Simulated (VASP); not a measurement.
# GaSb (F-43m) in VASP: settings compared

Aim: see how the results for GaSb move with the level of theory and the settings. Levels: HSE06, PBEsol. Tasks: single point.

Everything below comes from runs of VASP 6.6.1. Logs are shortened: lines on timing, memory, paths and dates and some standing lists are left out, and cuts for length are marked.

**Measured values to compare with.**

From a printed reference work, data compilation, for a bulk crystal of GaSb at 4.2 K: band gap 0.811 eV (direct).

The results are compared with them further down.

## Step 1: The structure

The structure is cubic, space group F-43m (No. 216). Conventional cell: a = 6.118 Å, b = 6.118 Å, c = 6.118 Å, α = 90.00°, β = 90.00°, γ = 90.00°. Around Sb (site symmetry -43m) lie 4 Ga at 2.65 Å. Around Ga (site symmetry -43m) lie 4 Sb at 2.65 Å.

## Step 2: Single point, HSE06

POSCAR

```
GaSb
1.0
    0.0000000000      3.0590000000      3.0590000000
    3.0590000000      0.0000000000      3.0590000000
    3.0590000000      3.0590000000      0.0000000000
Sb Ga
1 1
Direct
    0.7500000000      0.7500000000      0.7500000000
    0.0000000000      0.0000000000      0.0000000000
```

INCAR.step1

```
ALGO = Normal
EDIFF = 1E-5
ENCUT = 460
GGA = PE
ISIF = 2
ISMEAR = 0
LASPH = T
LREAL = F
LWAVE = T
NBANDS = 17
NELM = 100
NKRED = 1
PREC = Accurate
SIGMA = 0.01
```

INCAR.step2

```
ALGO = Normal
EDIFF = 1E-6
ENCUT = 460
GGA = PE
HFSCREEN = 0.2
ISIF = 2
ISMEAR = 0
ISTART = 1
LASPH = T
LCHARG = F
LHFCALC = T
LREAL = F
LWAVE = F
NBANDS = 17
NELM = 100
NKRED = 1
PREC = Accurate
PRECFOCK = Fast
SIGMA = 0.01
```

KPOINTS

```
k-points
0
Gamma
  5 5 5
```

Potentials or basis: VASP PAW PBE potentials, release 64 (Sb, Ga_d).

On the command line:

```console
> cat potpaw_PBE.64/Sb/POTCAR potpaw_PBE.64/Ga_d/POTCAR > POTCAR
> cp INCAR.step1 INCAR
> mpirun -np 1 vasp_std > vasp.out
> cp INCAR.step2 INCAR
> mpirun -np 1 vasp_std > vasp.out
```

OUTCAR:

```text
EDIFF = 1E-6
   ENCUT = 460
   GGA = PE
   HFSCREEN = 0.2
   ISIF = 2
   ISMEAR = 0
   ISTART = 1
   LASPH = T
   LHFCALC = T
   LREAL = F
   NELM = 100
   NKRED = 1
   PREC = Accurate
   PRECFOCK = Fast

 Found     10 irreducible k-points:

 Following reciprocal coordinates:
            Coordinates               Weight
  0.000000  0.000000  0.000000      1.000000
  0.200000  0.000000  0.000000      8.000000
  0.400000  0.000000  0.000000      8.000000
  0.200000  0.200000  0.000000      6.000000
  0.400000  0.200000  0.000000     24.000000
 -0.400000  0.200000  0.000000     24.000000
   k-points           NKPTS =     10   k-points in BZ     NKDIM =    125   number of bands    NBANDS=     17
   number of dos      NEDOS =    301   number of ions     NIONS =      2
   total plane-waves  NPLWV =  27000
   dimension x,y,z NGX =    30 NGY =   30 NGZ =   30
   dimension x,y,z NGXF=    60 NGYF=   60 NGZF=   60
   ions per type =               1   1
   NGX,Y,Z   is equivalent  to a cutoff of  11.53, 11.53, 11.53 a.u.
   NGXF,Y,Z  is equivalent  to a cutoff of  23.06, 23.06, 23.06 a.u.
 SYSTEM =  unknown system
   PREC   = accura    normal or accurate (medium, high low for compatibility)
   ISTART =      1    job   : 0-new  1-cont  2-samecut
   ICHARG =      0    charge: 1-file 2-atom 10-const
   ISPIN  =      1    spin polarized calculation?
   LNONCOLLINEAR =      F non collinear calculations
   LSORBIT =      F    spin-orbit coupling
   LASPH  =      T    aspherical Exc in radial PAW
   ENCUT  =  460.0 eV  33.81 Ry    5.81 a.u.   7.57  7.57  7.57*2*pi/ulx,y,z
   NELM   =    100;   NELMIN=  2; NELMDL=  0     # of ELM steps
   EDIFF  = 0.1E-05   stopping-criterion for ELM
   LREAL  =      F    real-space projection
   EDIFFG = 0.1E-04   stopping-criterion for IOM
   NSW    =      0    number of steps for IOM
   IBRION =     -1    ionic relax: 0-MD 1-quasi-New 2-CG
   NFREE  =      0    steps in history (QN), initial steepest desc. (CG)
   ISIF   =      2    stress and relaxation
   ISYM   =      3    0-nonsym 1-usesym 2-fastsym
   POTIM  = 0.5000    time-step for ionic-motion
   TEBEG  =    0.0;   TEEND  =   0.0 temperature during run
   PSTRESS=    0.0 pullay stress
   NELECT =      18.0000    total number of electrons
   NUPDOWN=      -1.0000    fix difference up-down
   EMIN   =  10.00;   EMAX   =-10.00  energy-range for DOS
   EFERMI =   0.00;   METHOD = LEGACY
   ISMEAR =     0;   SIGMA  =   0.01  broadening in eV -4-tet -1-fermi 0-gaus
   EFERMI_NEDOS =   21; number of points for ismear=-14 and -15
   IALGO  =     38    algorithm
   IMIX   =      1    mixing-type and parameters
     AMIX     =   0.40;   BMIX     =  1.00
     AMIX_MAG =   1.60;   BMIX_MAG =  1.00
  volume/ion in A,a.u.               =      28.62       193.17
  Fermi-wavevector in a.u.,A,eV,Ry     =   1.113208  2.103657 16.860766  1.239231
  Thomas-Fermi vector in A             =   2.249790
   LORBIT       =      0    0 simple, 1 ext, 2 COOP (PROOUT), +10 PAW based schemes
   GGA     = PE    functional components
   LHFCALC =     T    Hartree Fock is set to
   PRECFOCK=fast      Normal, Fast or Accurate (Low or Medium for compatibility)
   ENCUT4O =  -1.0   cutoff for four orbital integrals eV
   NKREDX  =     1    reduce k-point grid by
   NKREDY  =     1    reduce k-point grid by
   NKREDZ  =     1    reduce k-point grid by
   AEXX    =    0.2500 exact exchange contribution
   HFSCREEN=    0.2000 screening length (either q_TF or 0.3 A-1)
   HFSCREENC=   0.2000 screening length for correlation (either q_TF or 0.3 A-1)
   ENCUTFOCK=  -1.0 apply spherical cutoff to Coloumb kernel
   IVDW    =     0    specifies the selected vdW correction
   LEPSILON=     F    determine dielectric tensor
   LRPA    =     F    only Hartree local field effects (RPA)
 non-spin polarized calculation
 Gauss-broadening in eV      SIGMA  =   0.01
  energy-cutoff  :      460.00
  volume of cell :       57.25
 maximum number of plane-waves:      1307
 NGX is ok and might be reduce to    30
  NGX = 18; NGY = 18; NGZ = 18

 number of electron      18.0000003 magnetization

 Free energy of the ion-electron system (eV)
  ---------------------------------------------------
  ext. energy  EPLUGINS =         0.00000000
  ---------------------------------------------------
  free energy    TOTEN  =        -8.91742583 eV

  energy without entropy =       -8.91742583  energy(sigma->0) =       -8.91742583

 E-fermi :   4.5087     XC(G=0):  -7.5615

 val. band max:        4.4665192874   @ k =   0.0000   0.0000   0.0000
 cond. band min:       5.3448709065   @ k =   0.0000   0.0000   0.0000
 fundamental gap:      0.8783516191
 Fermi energy:         4.5086753551

 k-point     1 :       0.0000    0.0000    0.0000
  band No.  band energies     occupation
      1     -13.2047      2.00000
      2     -13.2047      2.00000
      3     -13.2047      2.00000
      4     -13.1531      2.00000
      5     -13.1531      2.00000
      6      -8.0904      2.00000
[... 9 lines left out ...]
     16      13.9340      0.00000
     17      14.9123      0.00000

 k-point     2 :       0.2000    0.0000    0.0000
  band No.  band energies     occupation
      1     -13.2110      2.00000
      2     -13.2010      2.00000
      3     -13.2010      2.00000
      4     -13.1535      2.00000
      5     -13.1535      2.00000
      6      -7.6485      2.00000
[... 9 lines left out ...]
     16      12.8362      0.00000
     17      14.4764      0.00000

 k-point     3 :       0.4000    0.0000    0.0000
  band No.  band energies     occupation
      1     -13.2209      2.00000
      2     -13.1956      2.00000
      3     -13.1956      2.00000
      4     -13.1534      2.00000
      5     -13.1534      2.00000
      6      -6.5793      2.00000
[... 9 lines left out ...]
     16      14.2723      0.00000
     17      17.1216      0.00000

 k-point     4 :       0.2000    0.2000    0.0000
  band No.  band energies     occupation
      1     -13.2170      2.00000
      2     -13.1973      2.00000
      3     -13.1973      2.00000
      4     -13.1561      2.00000
      5     -13.1520      2.00000
      6      -7.4950      2.00000
[... 9 lines left out ...]
     16      14.4827      0.00000
     17      16.0808      0.00000

 k-point     5 :       0.4000    0.2000    0.0000
  band No.  band energies     occupation
      1     -13.2254      2.00000
      2     -13.1924      2.00000
      3     -13.1913      2.00000
      4     -13.1575      2.00000
      5     -13.1517      2.00000
      6      -6.5747      2.00000
[... 9 lines left out ...]
     16      15.3866      0.00000
     17      16.7241      0.00000

 k-point     6 :      -0.4000    0.2000    0.0000
  band No.  band energies     occupation
      1     -13.2262      2.00000
      2     -13.1918      2.00000
      3     -13.1911      2.00000
      4     -13.1553      2.00000
      5     -13.1534      2.00000
      6      -5.9900      2.00000
[... 9 lines left out ...]
     16      14.9923      0.00000
     17      18.0862      0.00000

 [... further k-points ...]
[... 5 lines left out ...]
  --------------------------------------------------------------------------------------
  -------------------------------------------------------------------------------------
  Total        0.0132615      0.0132615      0.0132615      0.0000000      0.0000000      0.0000000
  in kB        0.3711387      0.3711387      0.3711387      0.0000000      0.0000000      0.0000000
  external PRESSURE =       0.3711387 kB  Pullay stress =       0.0000000 kB

 VOLUME and BASIS-vectors are now :
 -----------------------------------------------------------------------------
  energy-cutoff  :      460.00
  volume of cell :       57.25
      direct lattice vectors                 reciprocal lattice vectors
     0.000000000  3.059000000  3.059000000    -0.163452109  0.163452109  0.163452109
     3.059000000  0.000000000  3.059000000     0.163452109 -0.163452109  0.163452109
     3.059000000  3.059000000  0.000000000     0.163452109  0.163452109 -0.163452109

 POSITION                                       TOTAL-FORCE (eV/Angst)
 -----------------------------------------------------------------------------------
      4.58850      4.58850      4.58850        -0.000000     -0.000000     -0.000000
      0.00000      0.00000      0.00000         0.000000      0.000000      0.000000
 -----------------------------------------------------------------------------------
    total drift:                               -0.000037     -0.000025     -0.000020

  FREE ENERGIE OF THE ION-ELECTRON SYSTEM (eV)
  ---------------------------------------------------
  free  energy   TOTEN  =        -8.9174258322 eV

  energy  without entropy=       -8.9174258322  energy(sigma->0) =       -8.91742583
```

Run time: 11 min. Hardware: 1 thread of Intel Xeon Platinum 8559C (Emerald Rapids), shared host; peak memory 0.28 GiB.

These settings aren't checked as converged: the numbers below hold their error.

What came out:

```yaml
Free_energy: -8.9174 eV
Pressure: 0.0 GPa
Band_gap_on_the_k_mesh: 0.88 eV, direct
```

Caveat: the PAW data sets were made with another functional, which shifts forces and pressure a little; spin-orbit coupling is left out, which moves the levels of the heavy elements; an odd mesh through Γ misses points on the zone boundary, where band edges often lie.

## Step 3: Single point, HSE06

POSCAR is that of step 2.

INCAR.step1

```
ALGO = Normal
EDIFF = 1E-5
ENCUT = 400
GGA = PE
ISIF = 2
ISMEAR = 0
LASPH = T
LREAL = F
LWAVE = T
NBANDS = 17
NELM = 100
NKRED = 3
PREC = Accurate
SIGMA = 0.01
```

INCAR.step2, as its differences from that of step 2:

```diff
@@ -2,3 +2,3 @@
 EDIFF = 1E-6
-ENCUT = 460
+ENCUT = 400
 GGA = PE
@@ -15,3 +15,3 @@
 NELM = 100
-NKRED = 1
+NKRED = 3
 PREC = Accurate
```

KPOINTS

```
k-points
0
Gamma
  6 6 6
```

Potentials or basis: VASP PAW PBE potentials, release 64 (Sb, Ga_d).

On the command line:

```console
> cat potpaw_PBE.64/Sb/POTCAR potpaw_PBE.64/Ga_d/POTCAR > POTCAR
> cp INCAR.step1 INCAR
> mpirun -np 1 vasp_std > vasp.out
> cp INCAR.step2 INCAR
> mpirun -np 1 vasp_std > vasp.out
```

OUTCAR:

```text
EDIFF = 1E-6
   ENCUT = 400
   GGA = PE
   HFSCREEN = 0.2
   ISIF = 2
   ISMEAR = 0
   ISTART = 1
   LASPH = T
   LHFCALC = T
   LREAL = F
   NELM = 100
   NKRED = 3
   PREC = Accurate
   PRECFOCK = Fast

 Found     16 irreducible k-points:

 Following reciprocal coordinates:
            Coordinates               Weight
  0.000000  0.000000  0.000000      1.000000
  0.166667  0.000000  0.000000      8.000000
  0.333333  0.000000  0.000000      8.000000
  0.500000  0.000000  0.000000      4.000000
  0.166667  0.166667  0.000000      6.000000
  0.333333  0.166667  0.000000     24.000000
   k-points           NKPTS =     16   k-points in BZ     NKDIM =    216   number of bands    NBANDS=     17
   number of dos      NEDOS =    301   number of ions     NIONS =      2
   total plane-waves  NPLWV =  21952
   dimension x,y,z NGX =    28 NGY =   28 NGZ =   28
   dimension x,y,z NGXF=    56 NGYF=   56 NGZF=   56
   ions per type =               1   1
   NGX,Y,Z   is equivalent  to a cutoff of  10.76, 10.76, 10.76 a.u.
   NGXF,Y,Z  is equivalent  to a cutoff of  21.52, 21.52, 21.52 a.u.
 SYSTEM =  unknown system
   PREC   = accura    normal or accurate (medium, high low for compatibility)
   ISTART =      1    job   : 0-new  1-cont  2-samecut
   ICHARG =      0    charge: 1-file 2-atom 10-const
[... 57 lines left out ...]
  ext. energy  EPLUGINS =         0.00000000
  ---------------------------------------------------
  free energy    TOTEN  =        -9.18095198 eV

  energy without entropy =       -9.18095198  energy(sigma->0) =       -9.18095198

 E-fermi :   4.2176     XC(G=0):  -7.5762

 val. band max:        4.1740526125   @ k =   0.0000   0.0000   0.0000
 cond. band min:       5.5584459776   @ k =   0.0000   0.0000   0.0000
 fundamental gap:      1.3843933650
 Fermi energy:         4.2176017871

 k-point     1 :       0.0000    0.0000    0.0000
  band No.  band energies     occupation
      1     -13.2012      2.00000
      2     -13.2012      2.00000
      3     -13.2012      2.00000
      4     -13.1434      2.00000
      5     -13.1434      2.00000
      6      -8.0980      2.00000
[... 97 lines left out ...]
      4     -13.1512      2.00000
      5     -13.1505      2.00000
      6      -7.0255      2.00000
[... 9 lines left out ...]
     16      14.5237      0.00000
     17      16.1806      0.00000

 [... further k-points ...]
[... 5 lines left out ...]
  --------------------------------------------------------------------------------------
  -------------------------------------------------------------------------------------
  Total       -0.2248825     -0.2248825     -0.2248825     -0.0000000      0.0000000      0.0000000
  in kB       -6.2935822     -6.2935822     -6.2935822     -0.0000000      0.0000000      0.0000000
  external PRESSURE =      -6.2935822 kB  Pullay stress =       0.0000000 kB

 VOLUME and BASIS-vectors are now :
 -----------------------------------------------------------------------------
  energy-cutoff  :      400.00
  volume of cell :       57.25
      direct lattice vectors                 reciprocal lattice vectors
     0.000000000  3.059000000  3.059000000    -0.163452109  0.163452109  0.163452109
     3.059000000  0.000000000  3.059000000     0.163452109 -0.163452109  0.163452109
     3.059000000  3.059000000  0.000000000     0.163452109  0.163452109 -0.163452109

 POSITION                                       TOTAL-FORCE (eV/Angst)
 -----------------------------------------------------------------------------------
      4.58850      4.58850      4.58850        -0.000000      0.000000     -0.000000
      0.00000      0.00000      0.00000         0.000000     -0.000000      0.000000
 -----------------------------------------------------------------------------------
    total drift:                               -0.000012     -0.000018     -0.000013

  FREE ENERGIE OF THE ION-ELECTRON SYSTEM (eV)
  ---------------------------------------------------
  free  energy   TOTEN  =        -9.1809519776 eV

  energy  without entropy=       -9.1809519776  energy(sigma->0) =       -9.18095198
```

OSZICAR.step1:

```text
N       E                     dE             d eps       ncg     rms          rms(c)
DAV:   1     0.766320730361E+02    0.76632E+02   -0.75129E+03   555   0.111E+03
DAV:   2    -0.136780868633E+01   -0.78000E+02   -0.75091E+02   632   0.238E+02
DAV:   3    -0.726584434570E+01   -0.58980E+01   -0.58781E+01   639   0.591E+01
DAV:   4    -0.737417343680E+01   -0.10833E+00   -0.10829E+00   689   0.886E+00
DAV:   5    -0.737679322972E+01   -0.26198E-02   -0.26197E-02   722   0.123E+00    0.321E+00
DAV:   6    -0.733162417818E+01    0.45169E-01   -0.61958E-02   803   0.368E+00    0.193E+00
DAV:   7    -0.731829096094E+01    0.13333E-01   -0.37647E-02   599   0.148E+00    0.356E-01
DAV:   8    -0.731933526799E+01   -0.10443E-02   -0.45628E-03   661   0.727E-01    0.886E-02
DAV:   9    -0.731985596600E+01   -0.52070E-03   -0.70801E-04   599   0.220E-01    0.362E-02
DAV:  10    -0.731988599725E+01   -0.30031E-04   -0.38747E-05   656   0.480E-02    0.927E-03
DAV:  11    -0.731990870265E+01   -0.22705E-04   -0.29191E-05   573   0.275E-02    0.922E-03
DAV:  12    -0.731990913914E+01   -0.43649E-06   -0.12059E-06   481   0.711E-03
   1 F= -.73199091E+01 E0= -.73199064E+01  d E =-.549354E-05
```

It took 66 s on 1 thread of Intel Xeon Platinum 8559C (Emerald Rapids), shared host; peak memory 0.28 GiB.

These settings aren't checked as converged: the numbers below hold their error.

What came out:

```
Free energy            : -9.1810 eV
Pressure               : -0.6 GPa
Band gap on the k mesh : 1.38 eV, direct
```

Caveat: the PAW data sets were made with another functional, which shifts forces and pressure a little; spin-orbit coupling is left out, which moves the levels of the heavy elements.

(Continued in part 2 of 2.)
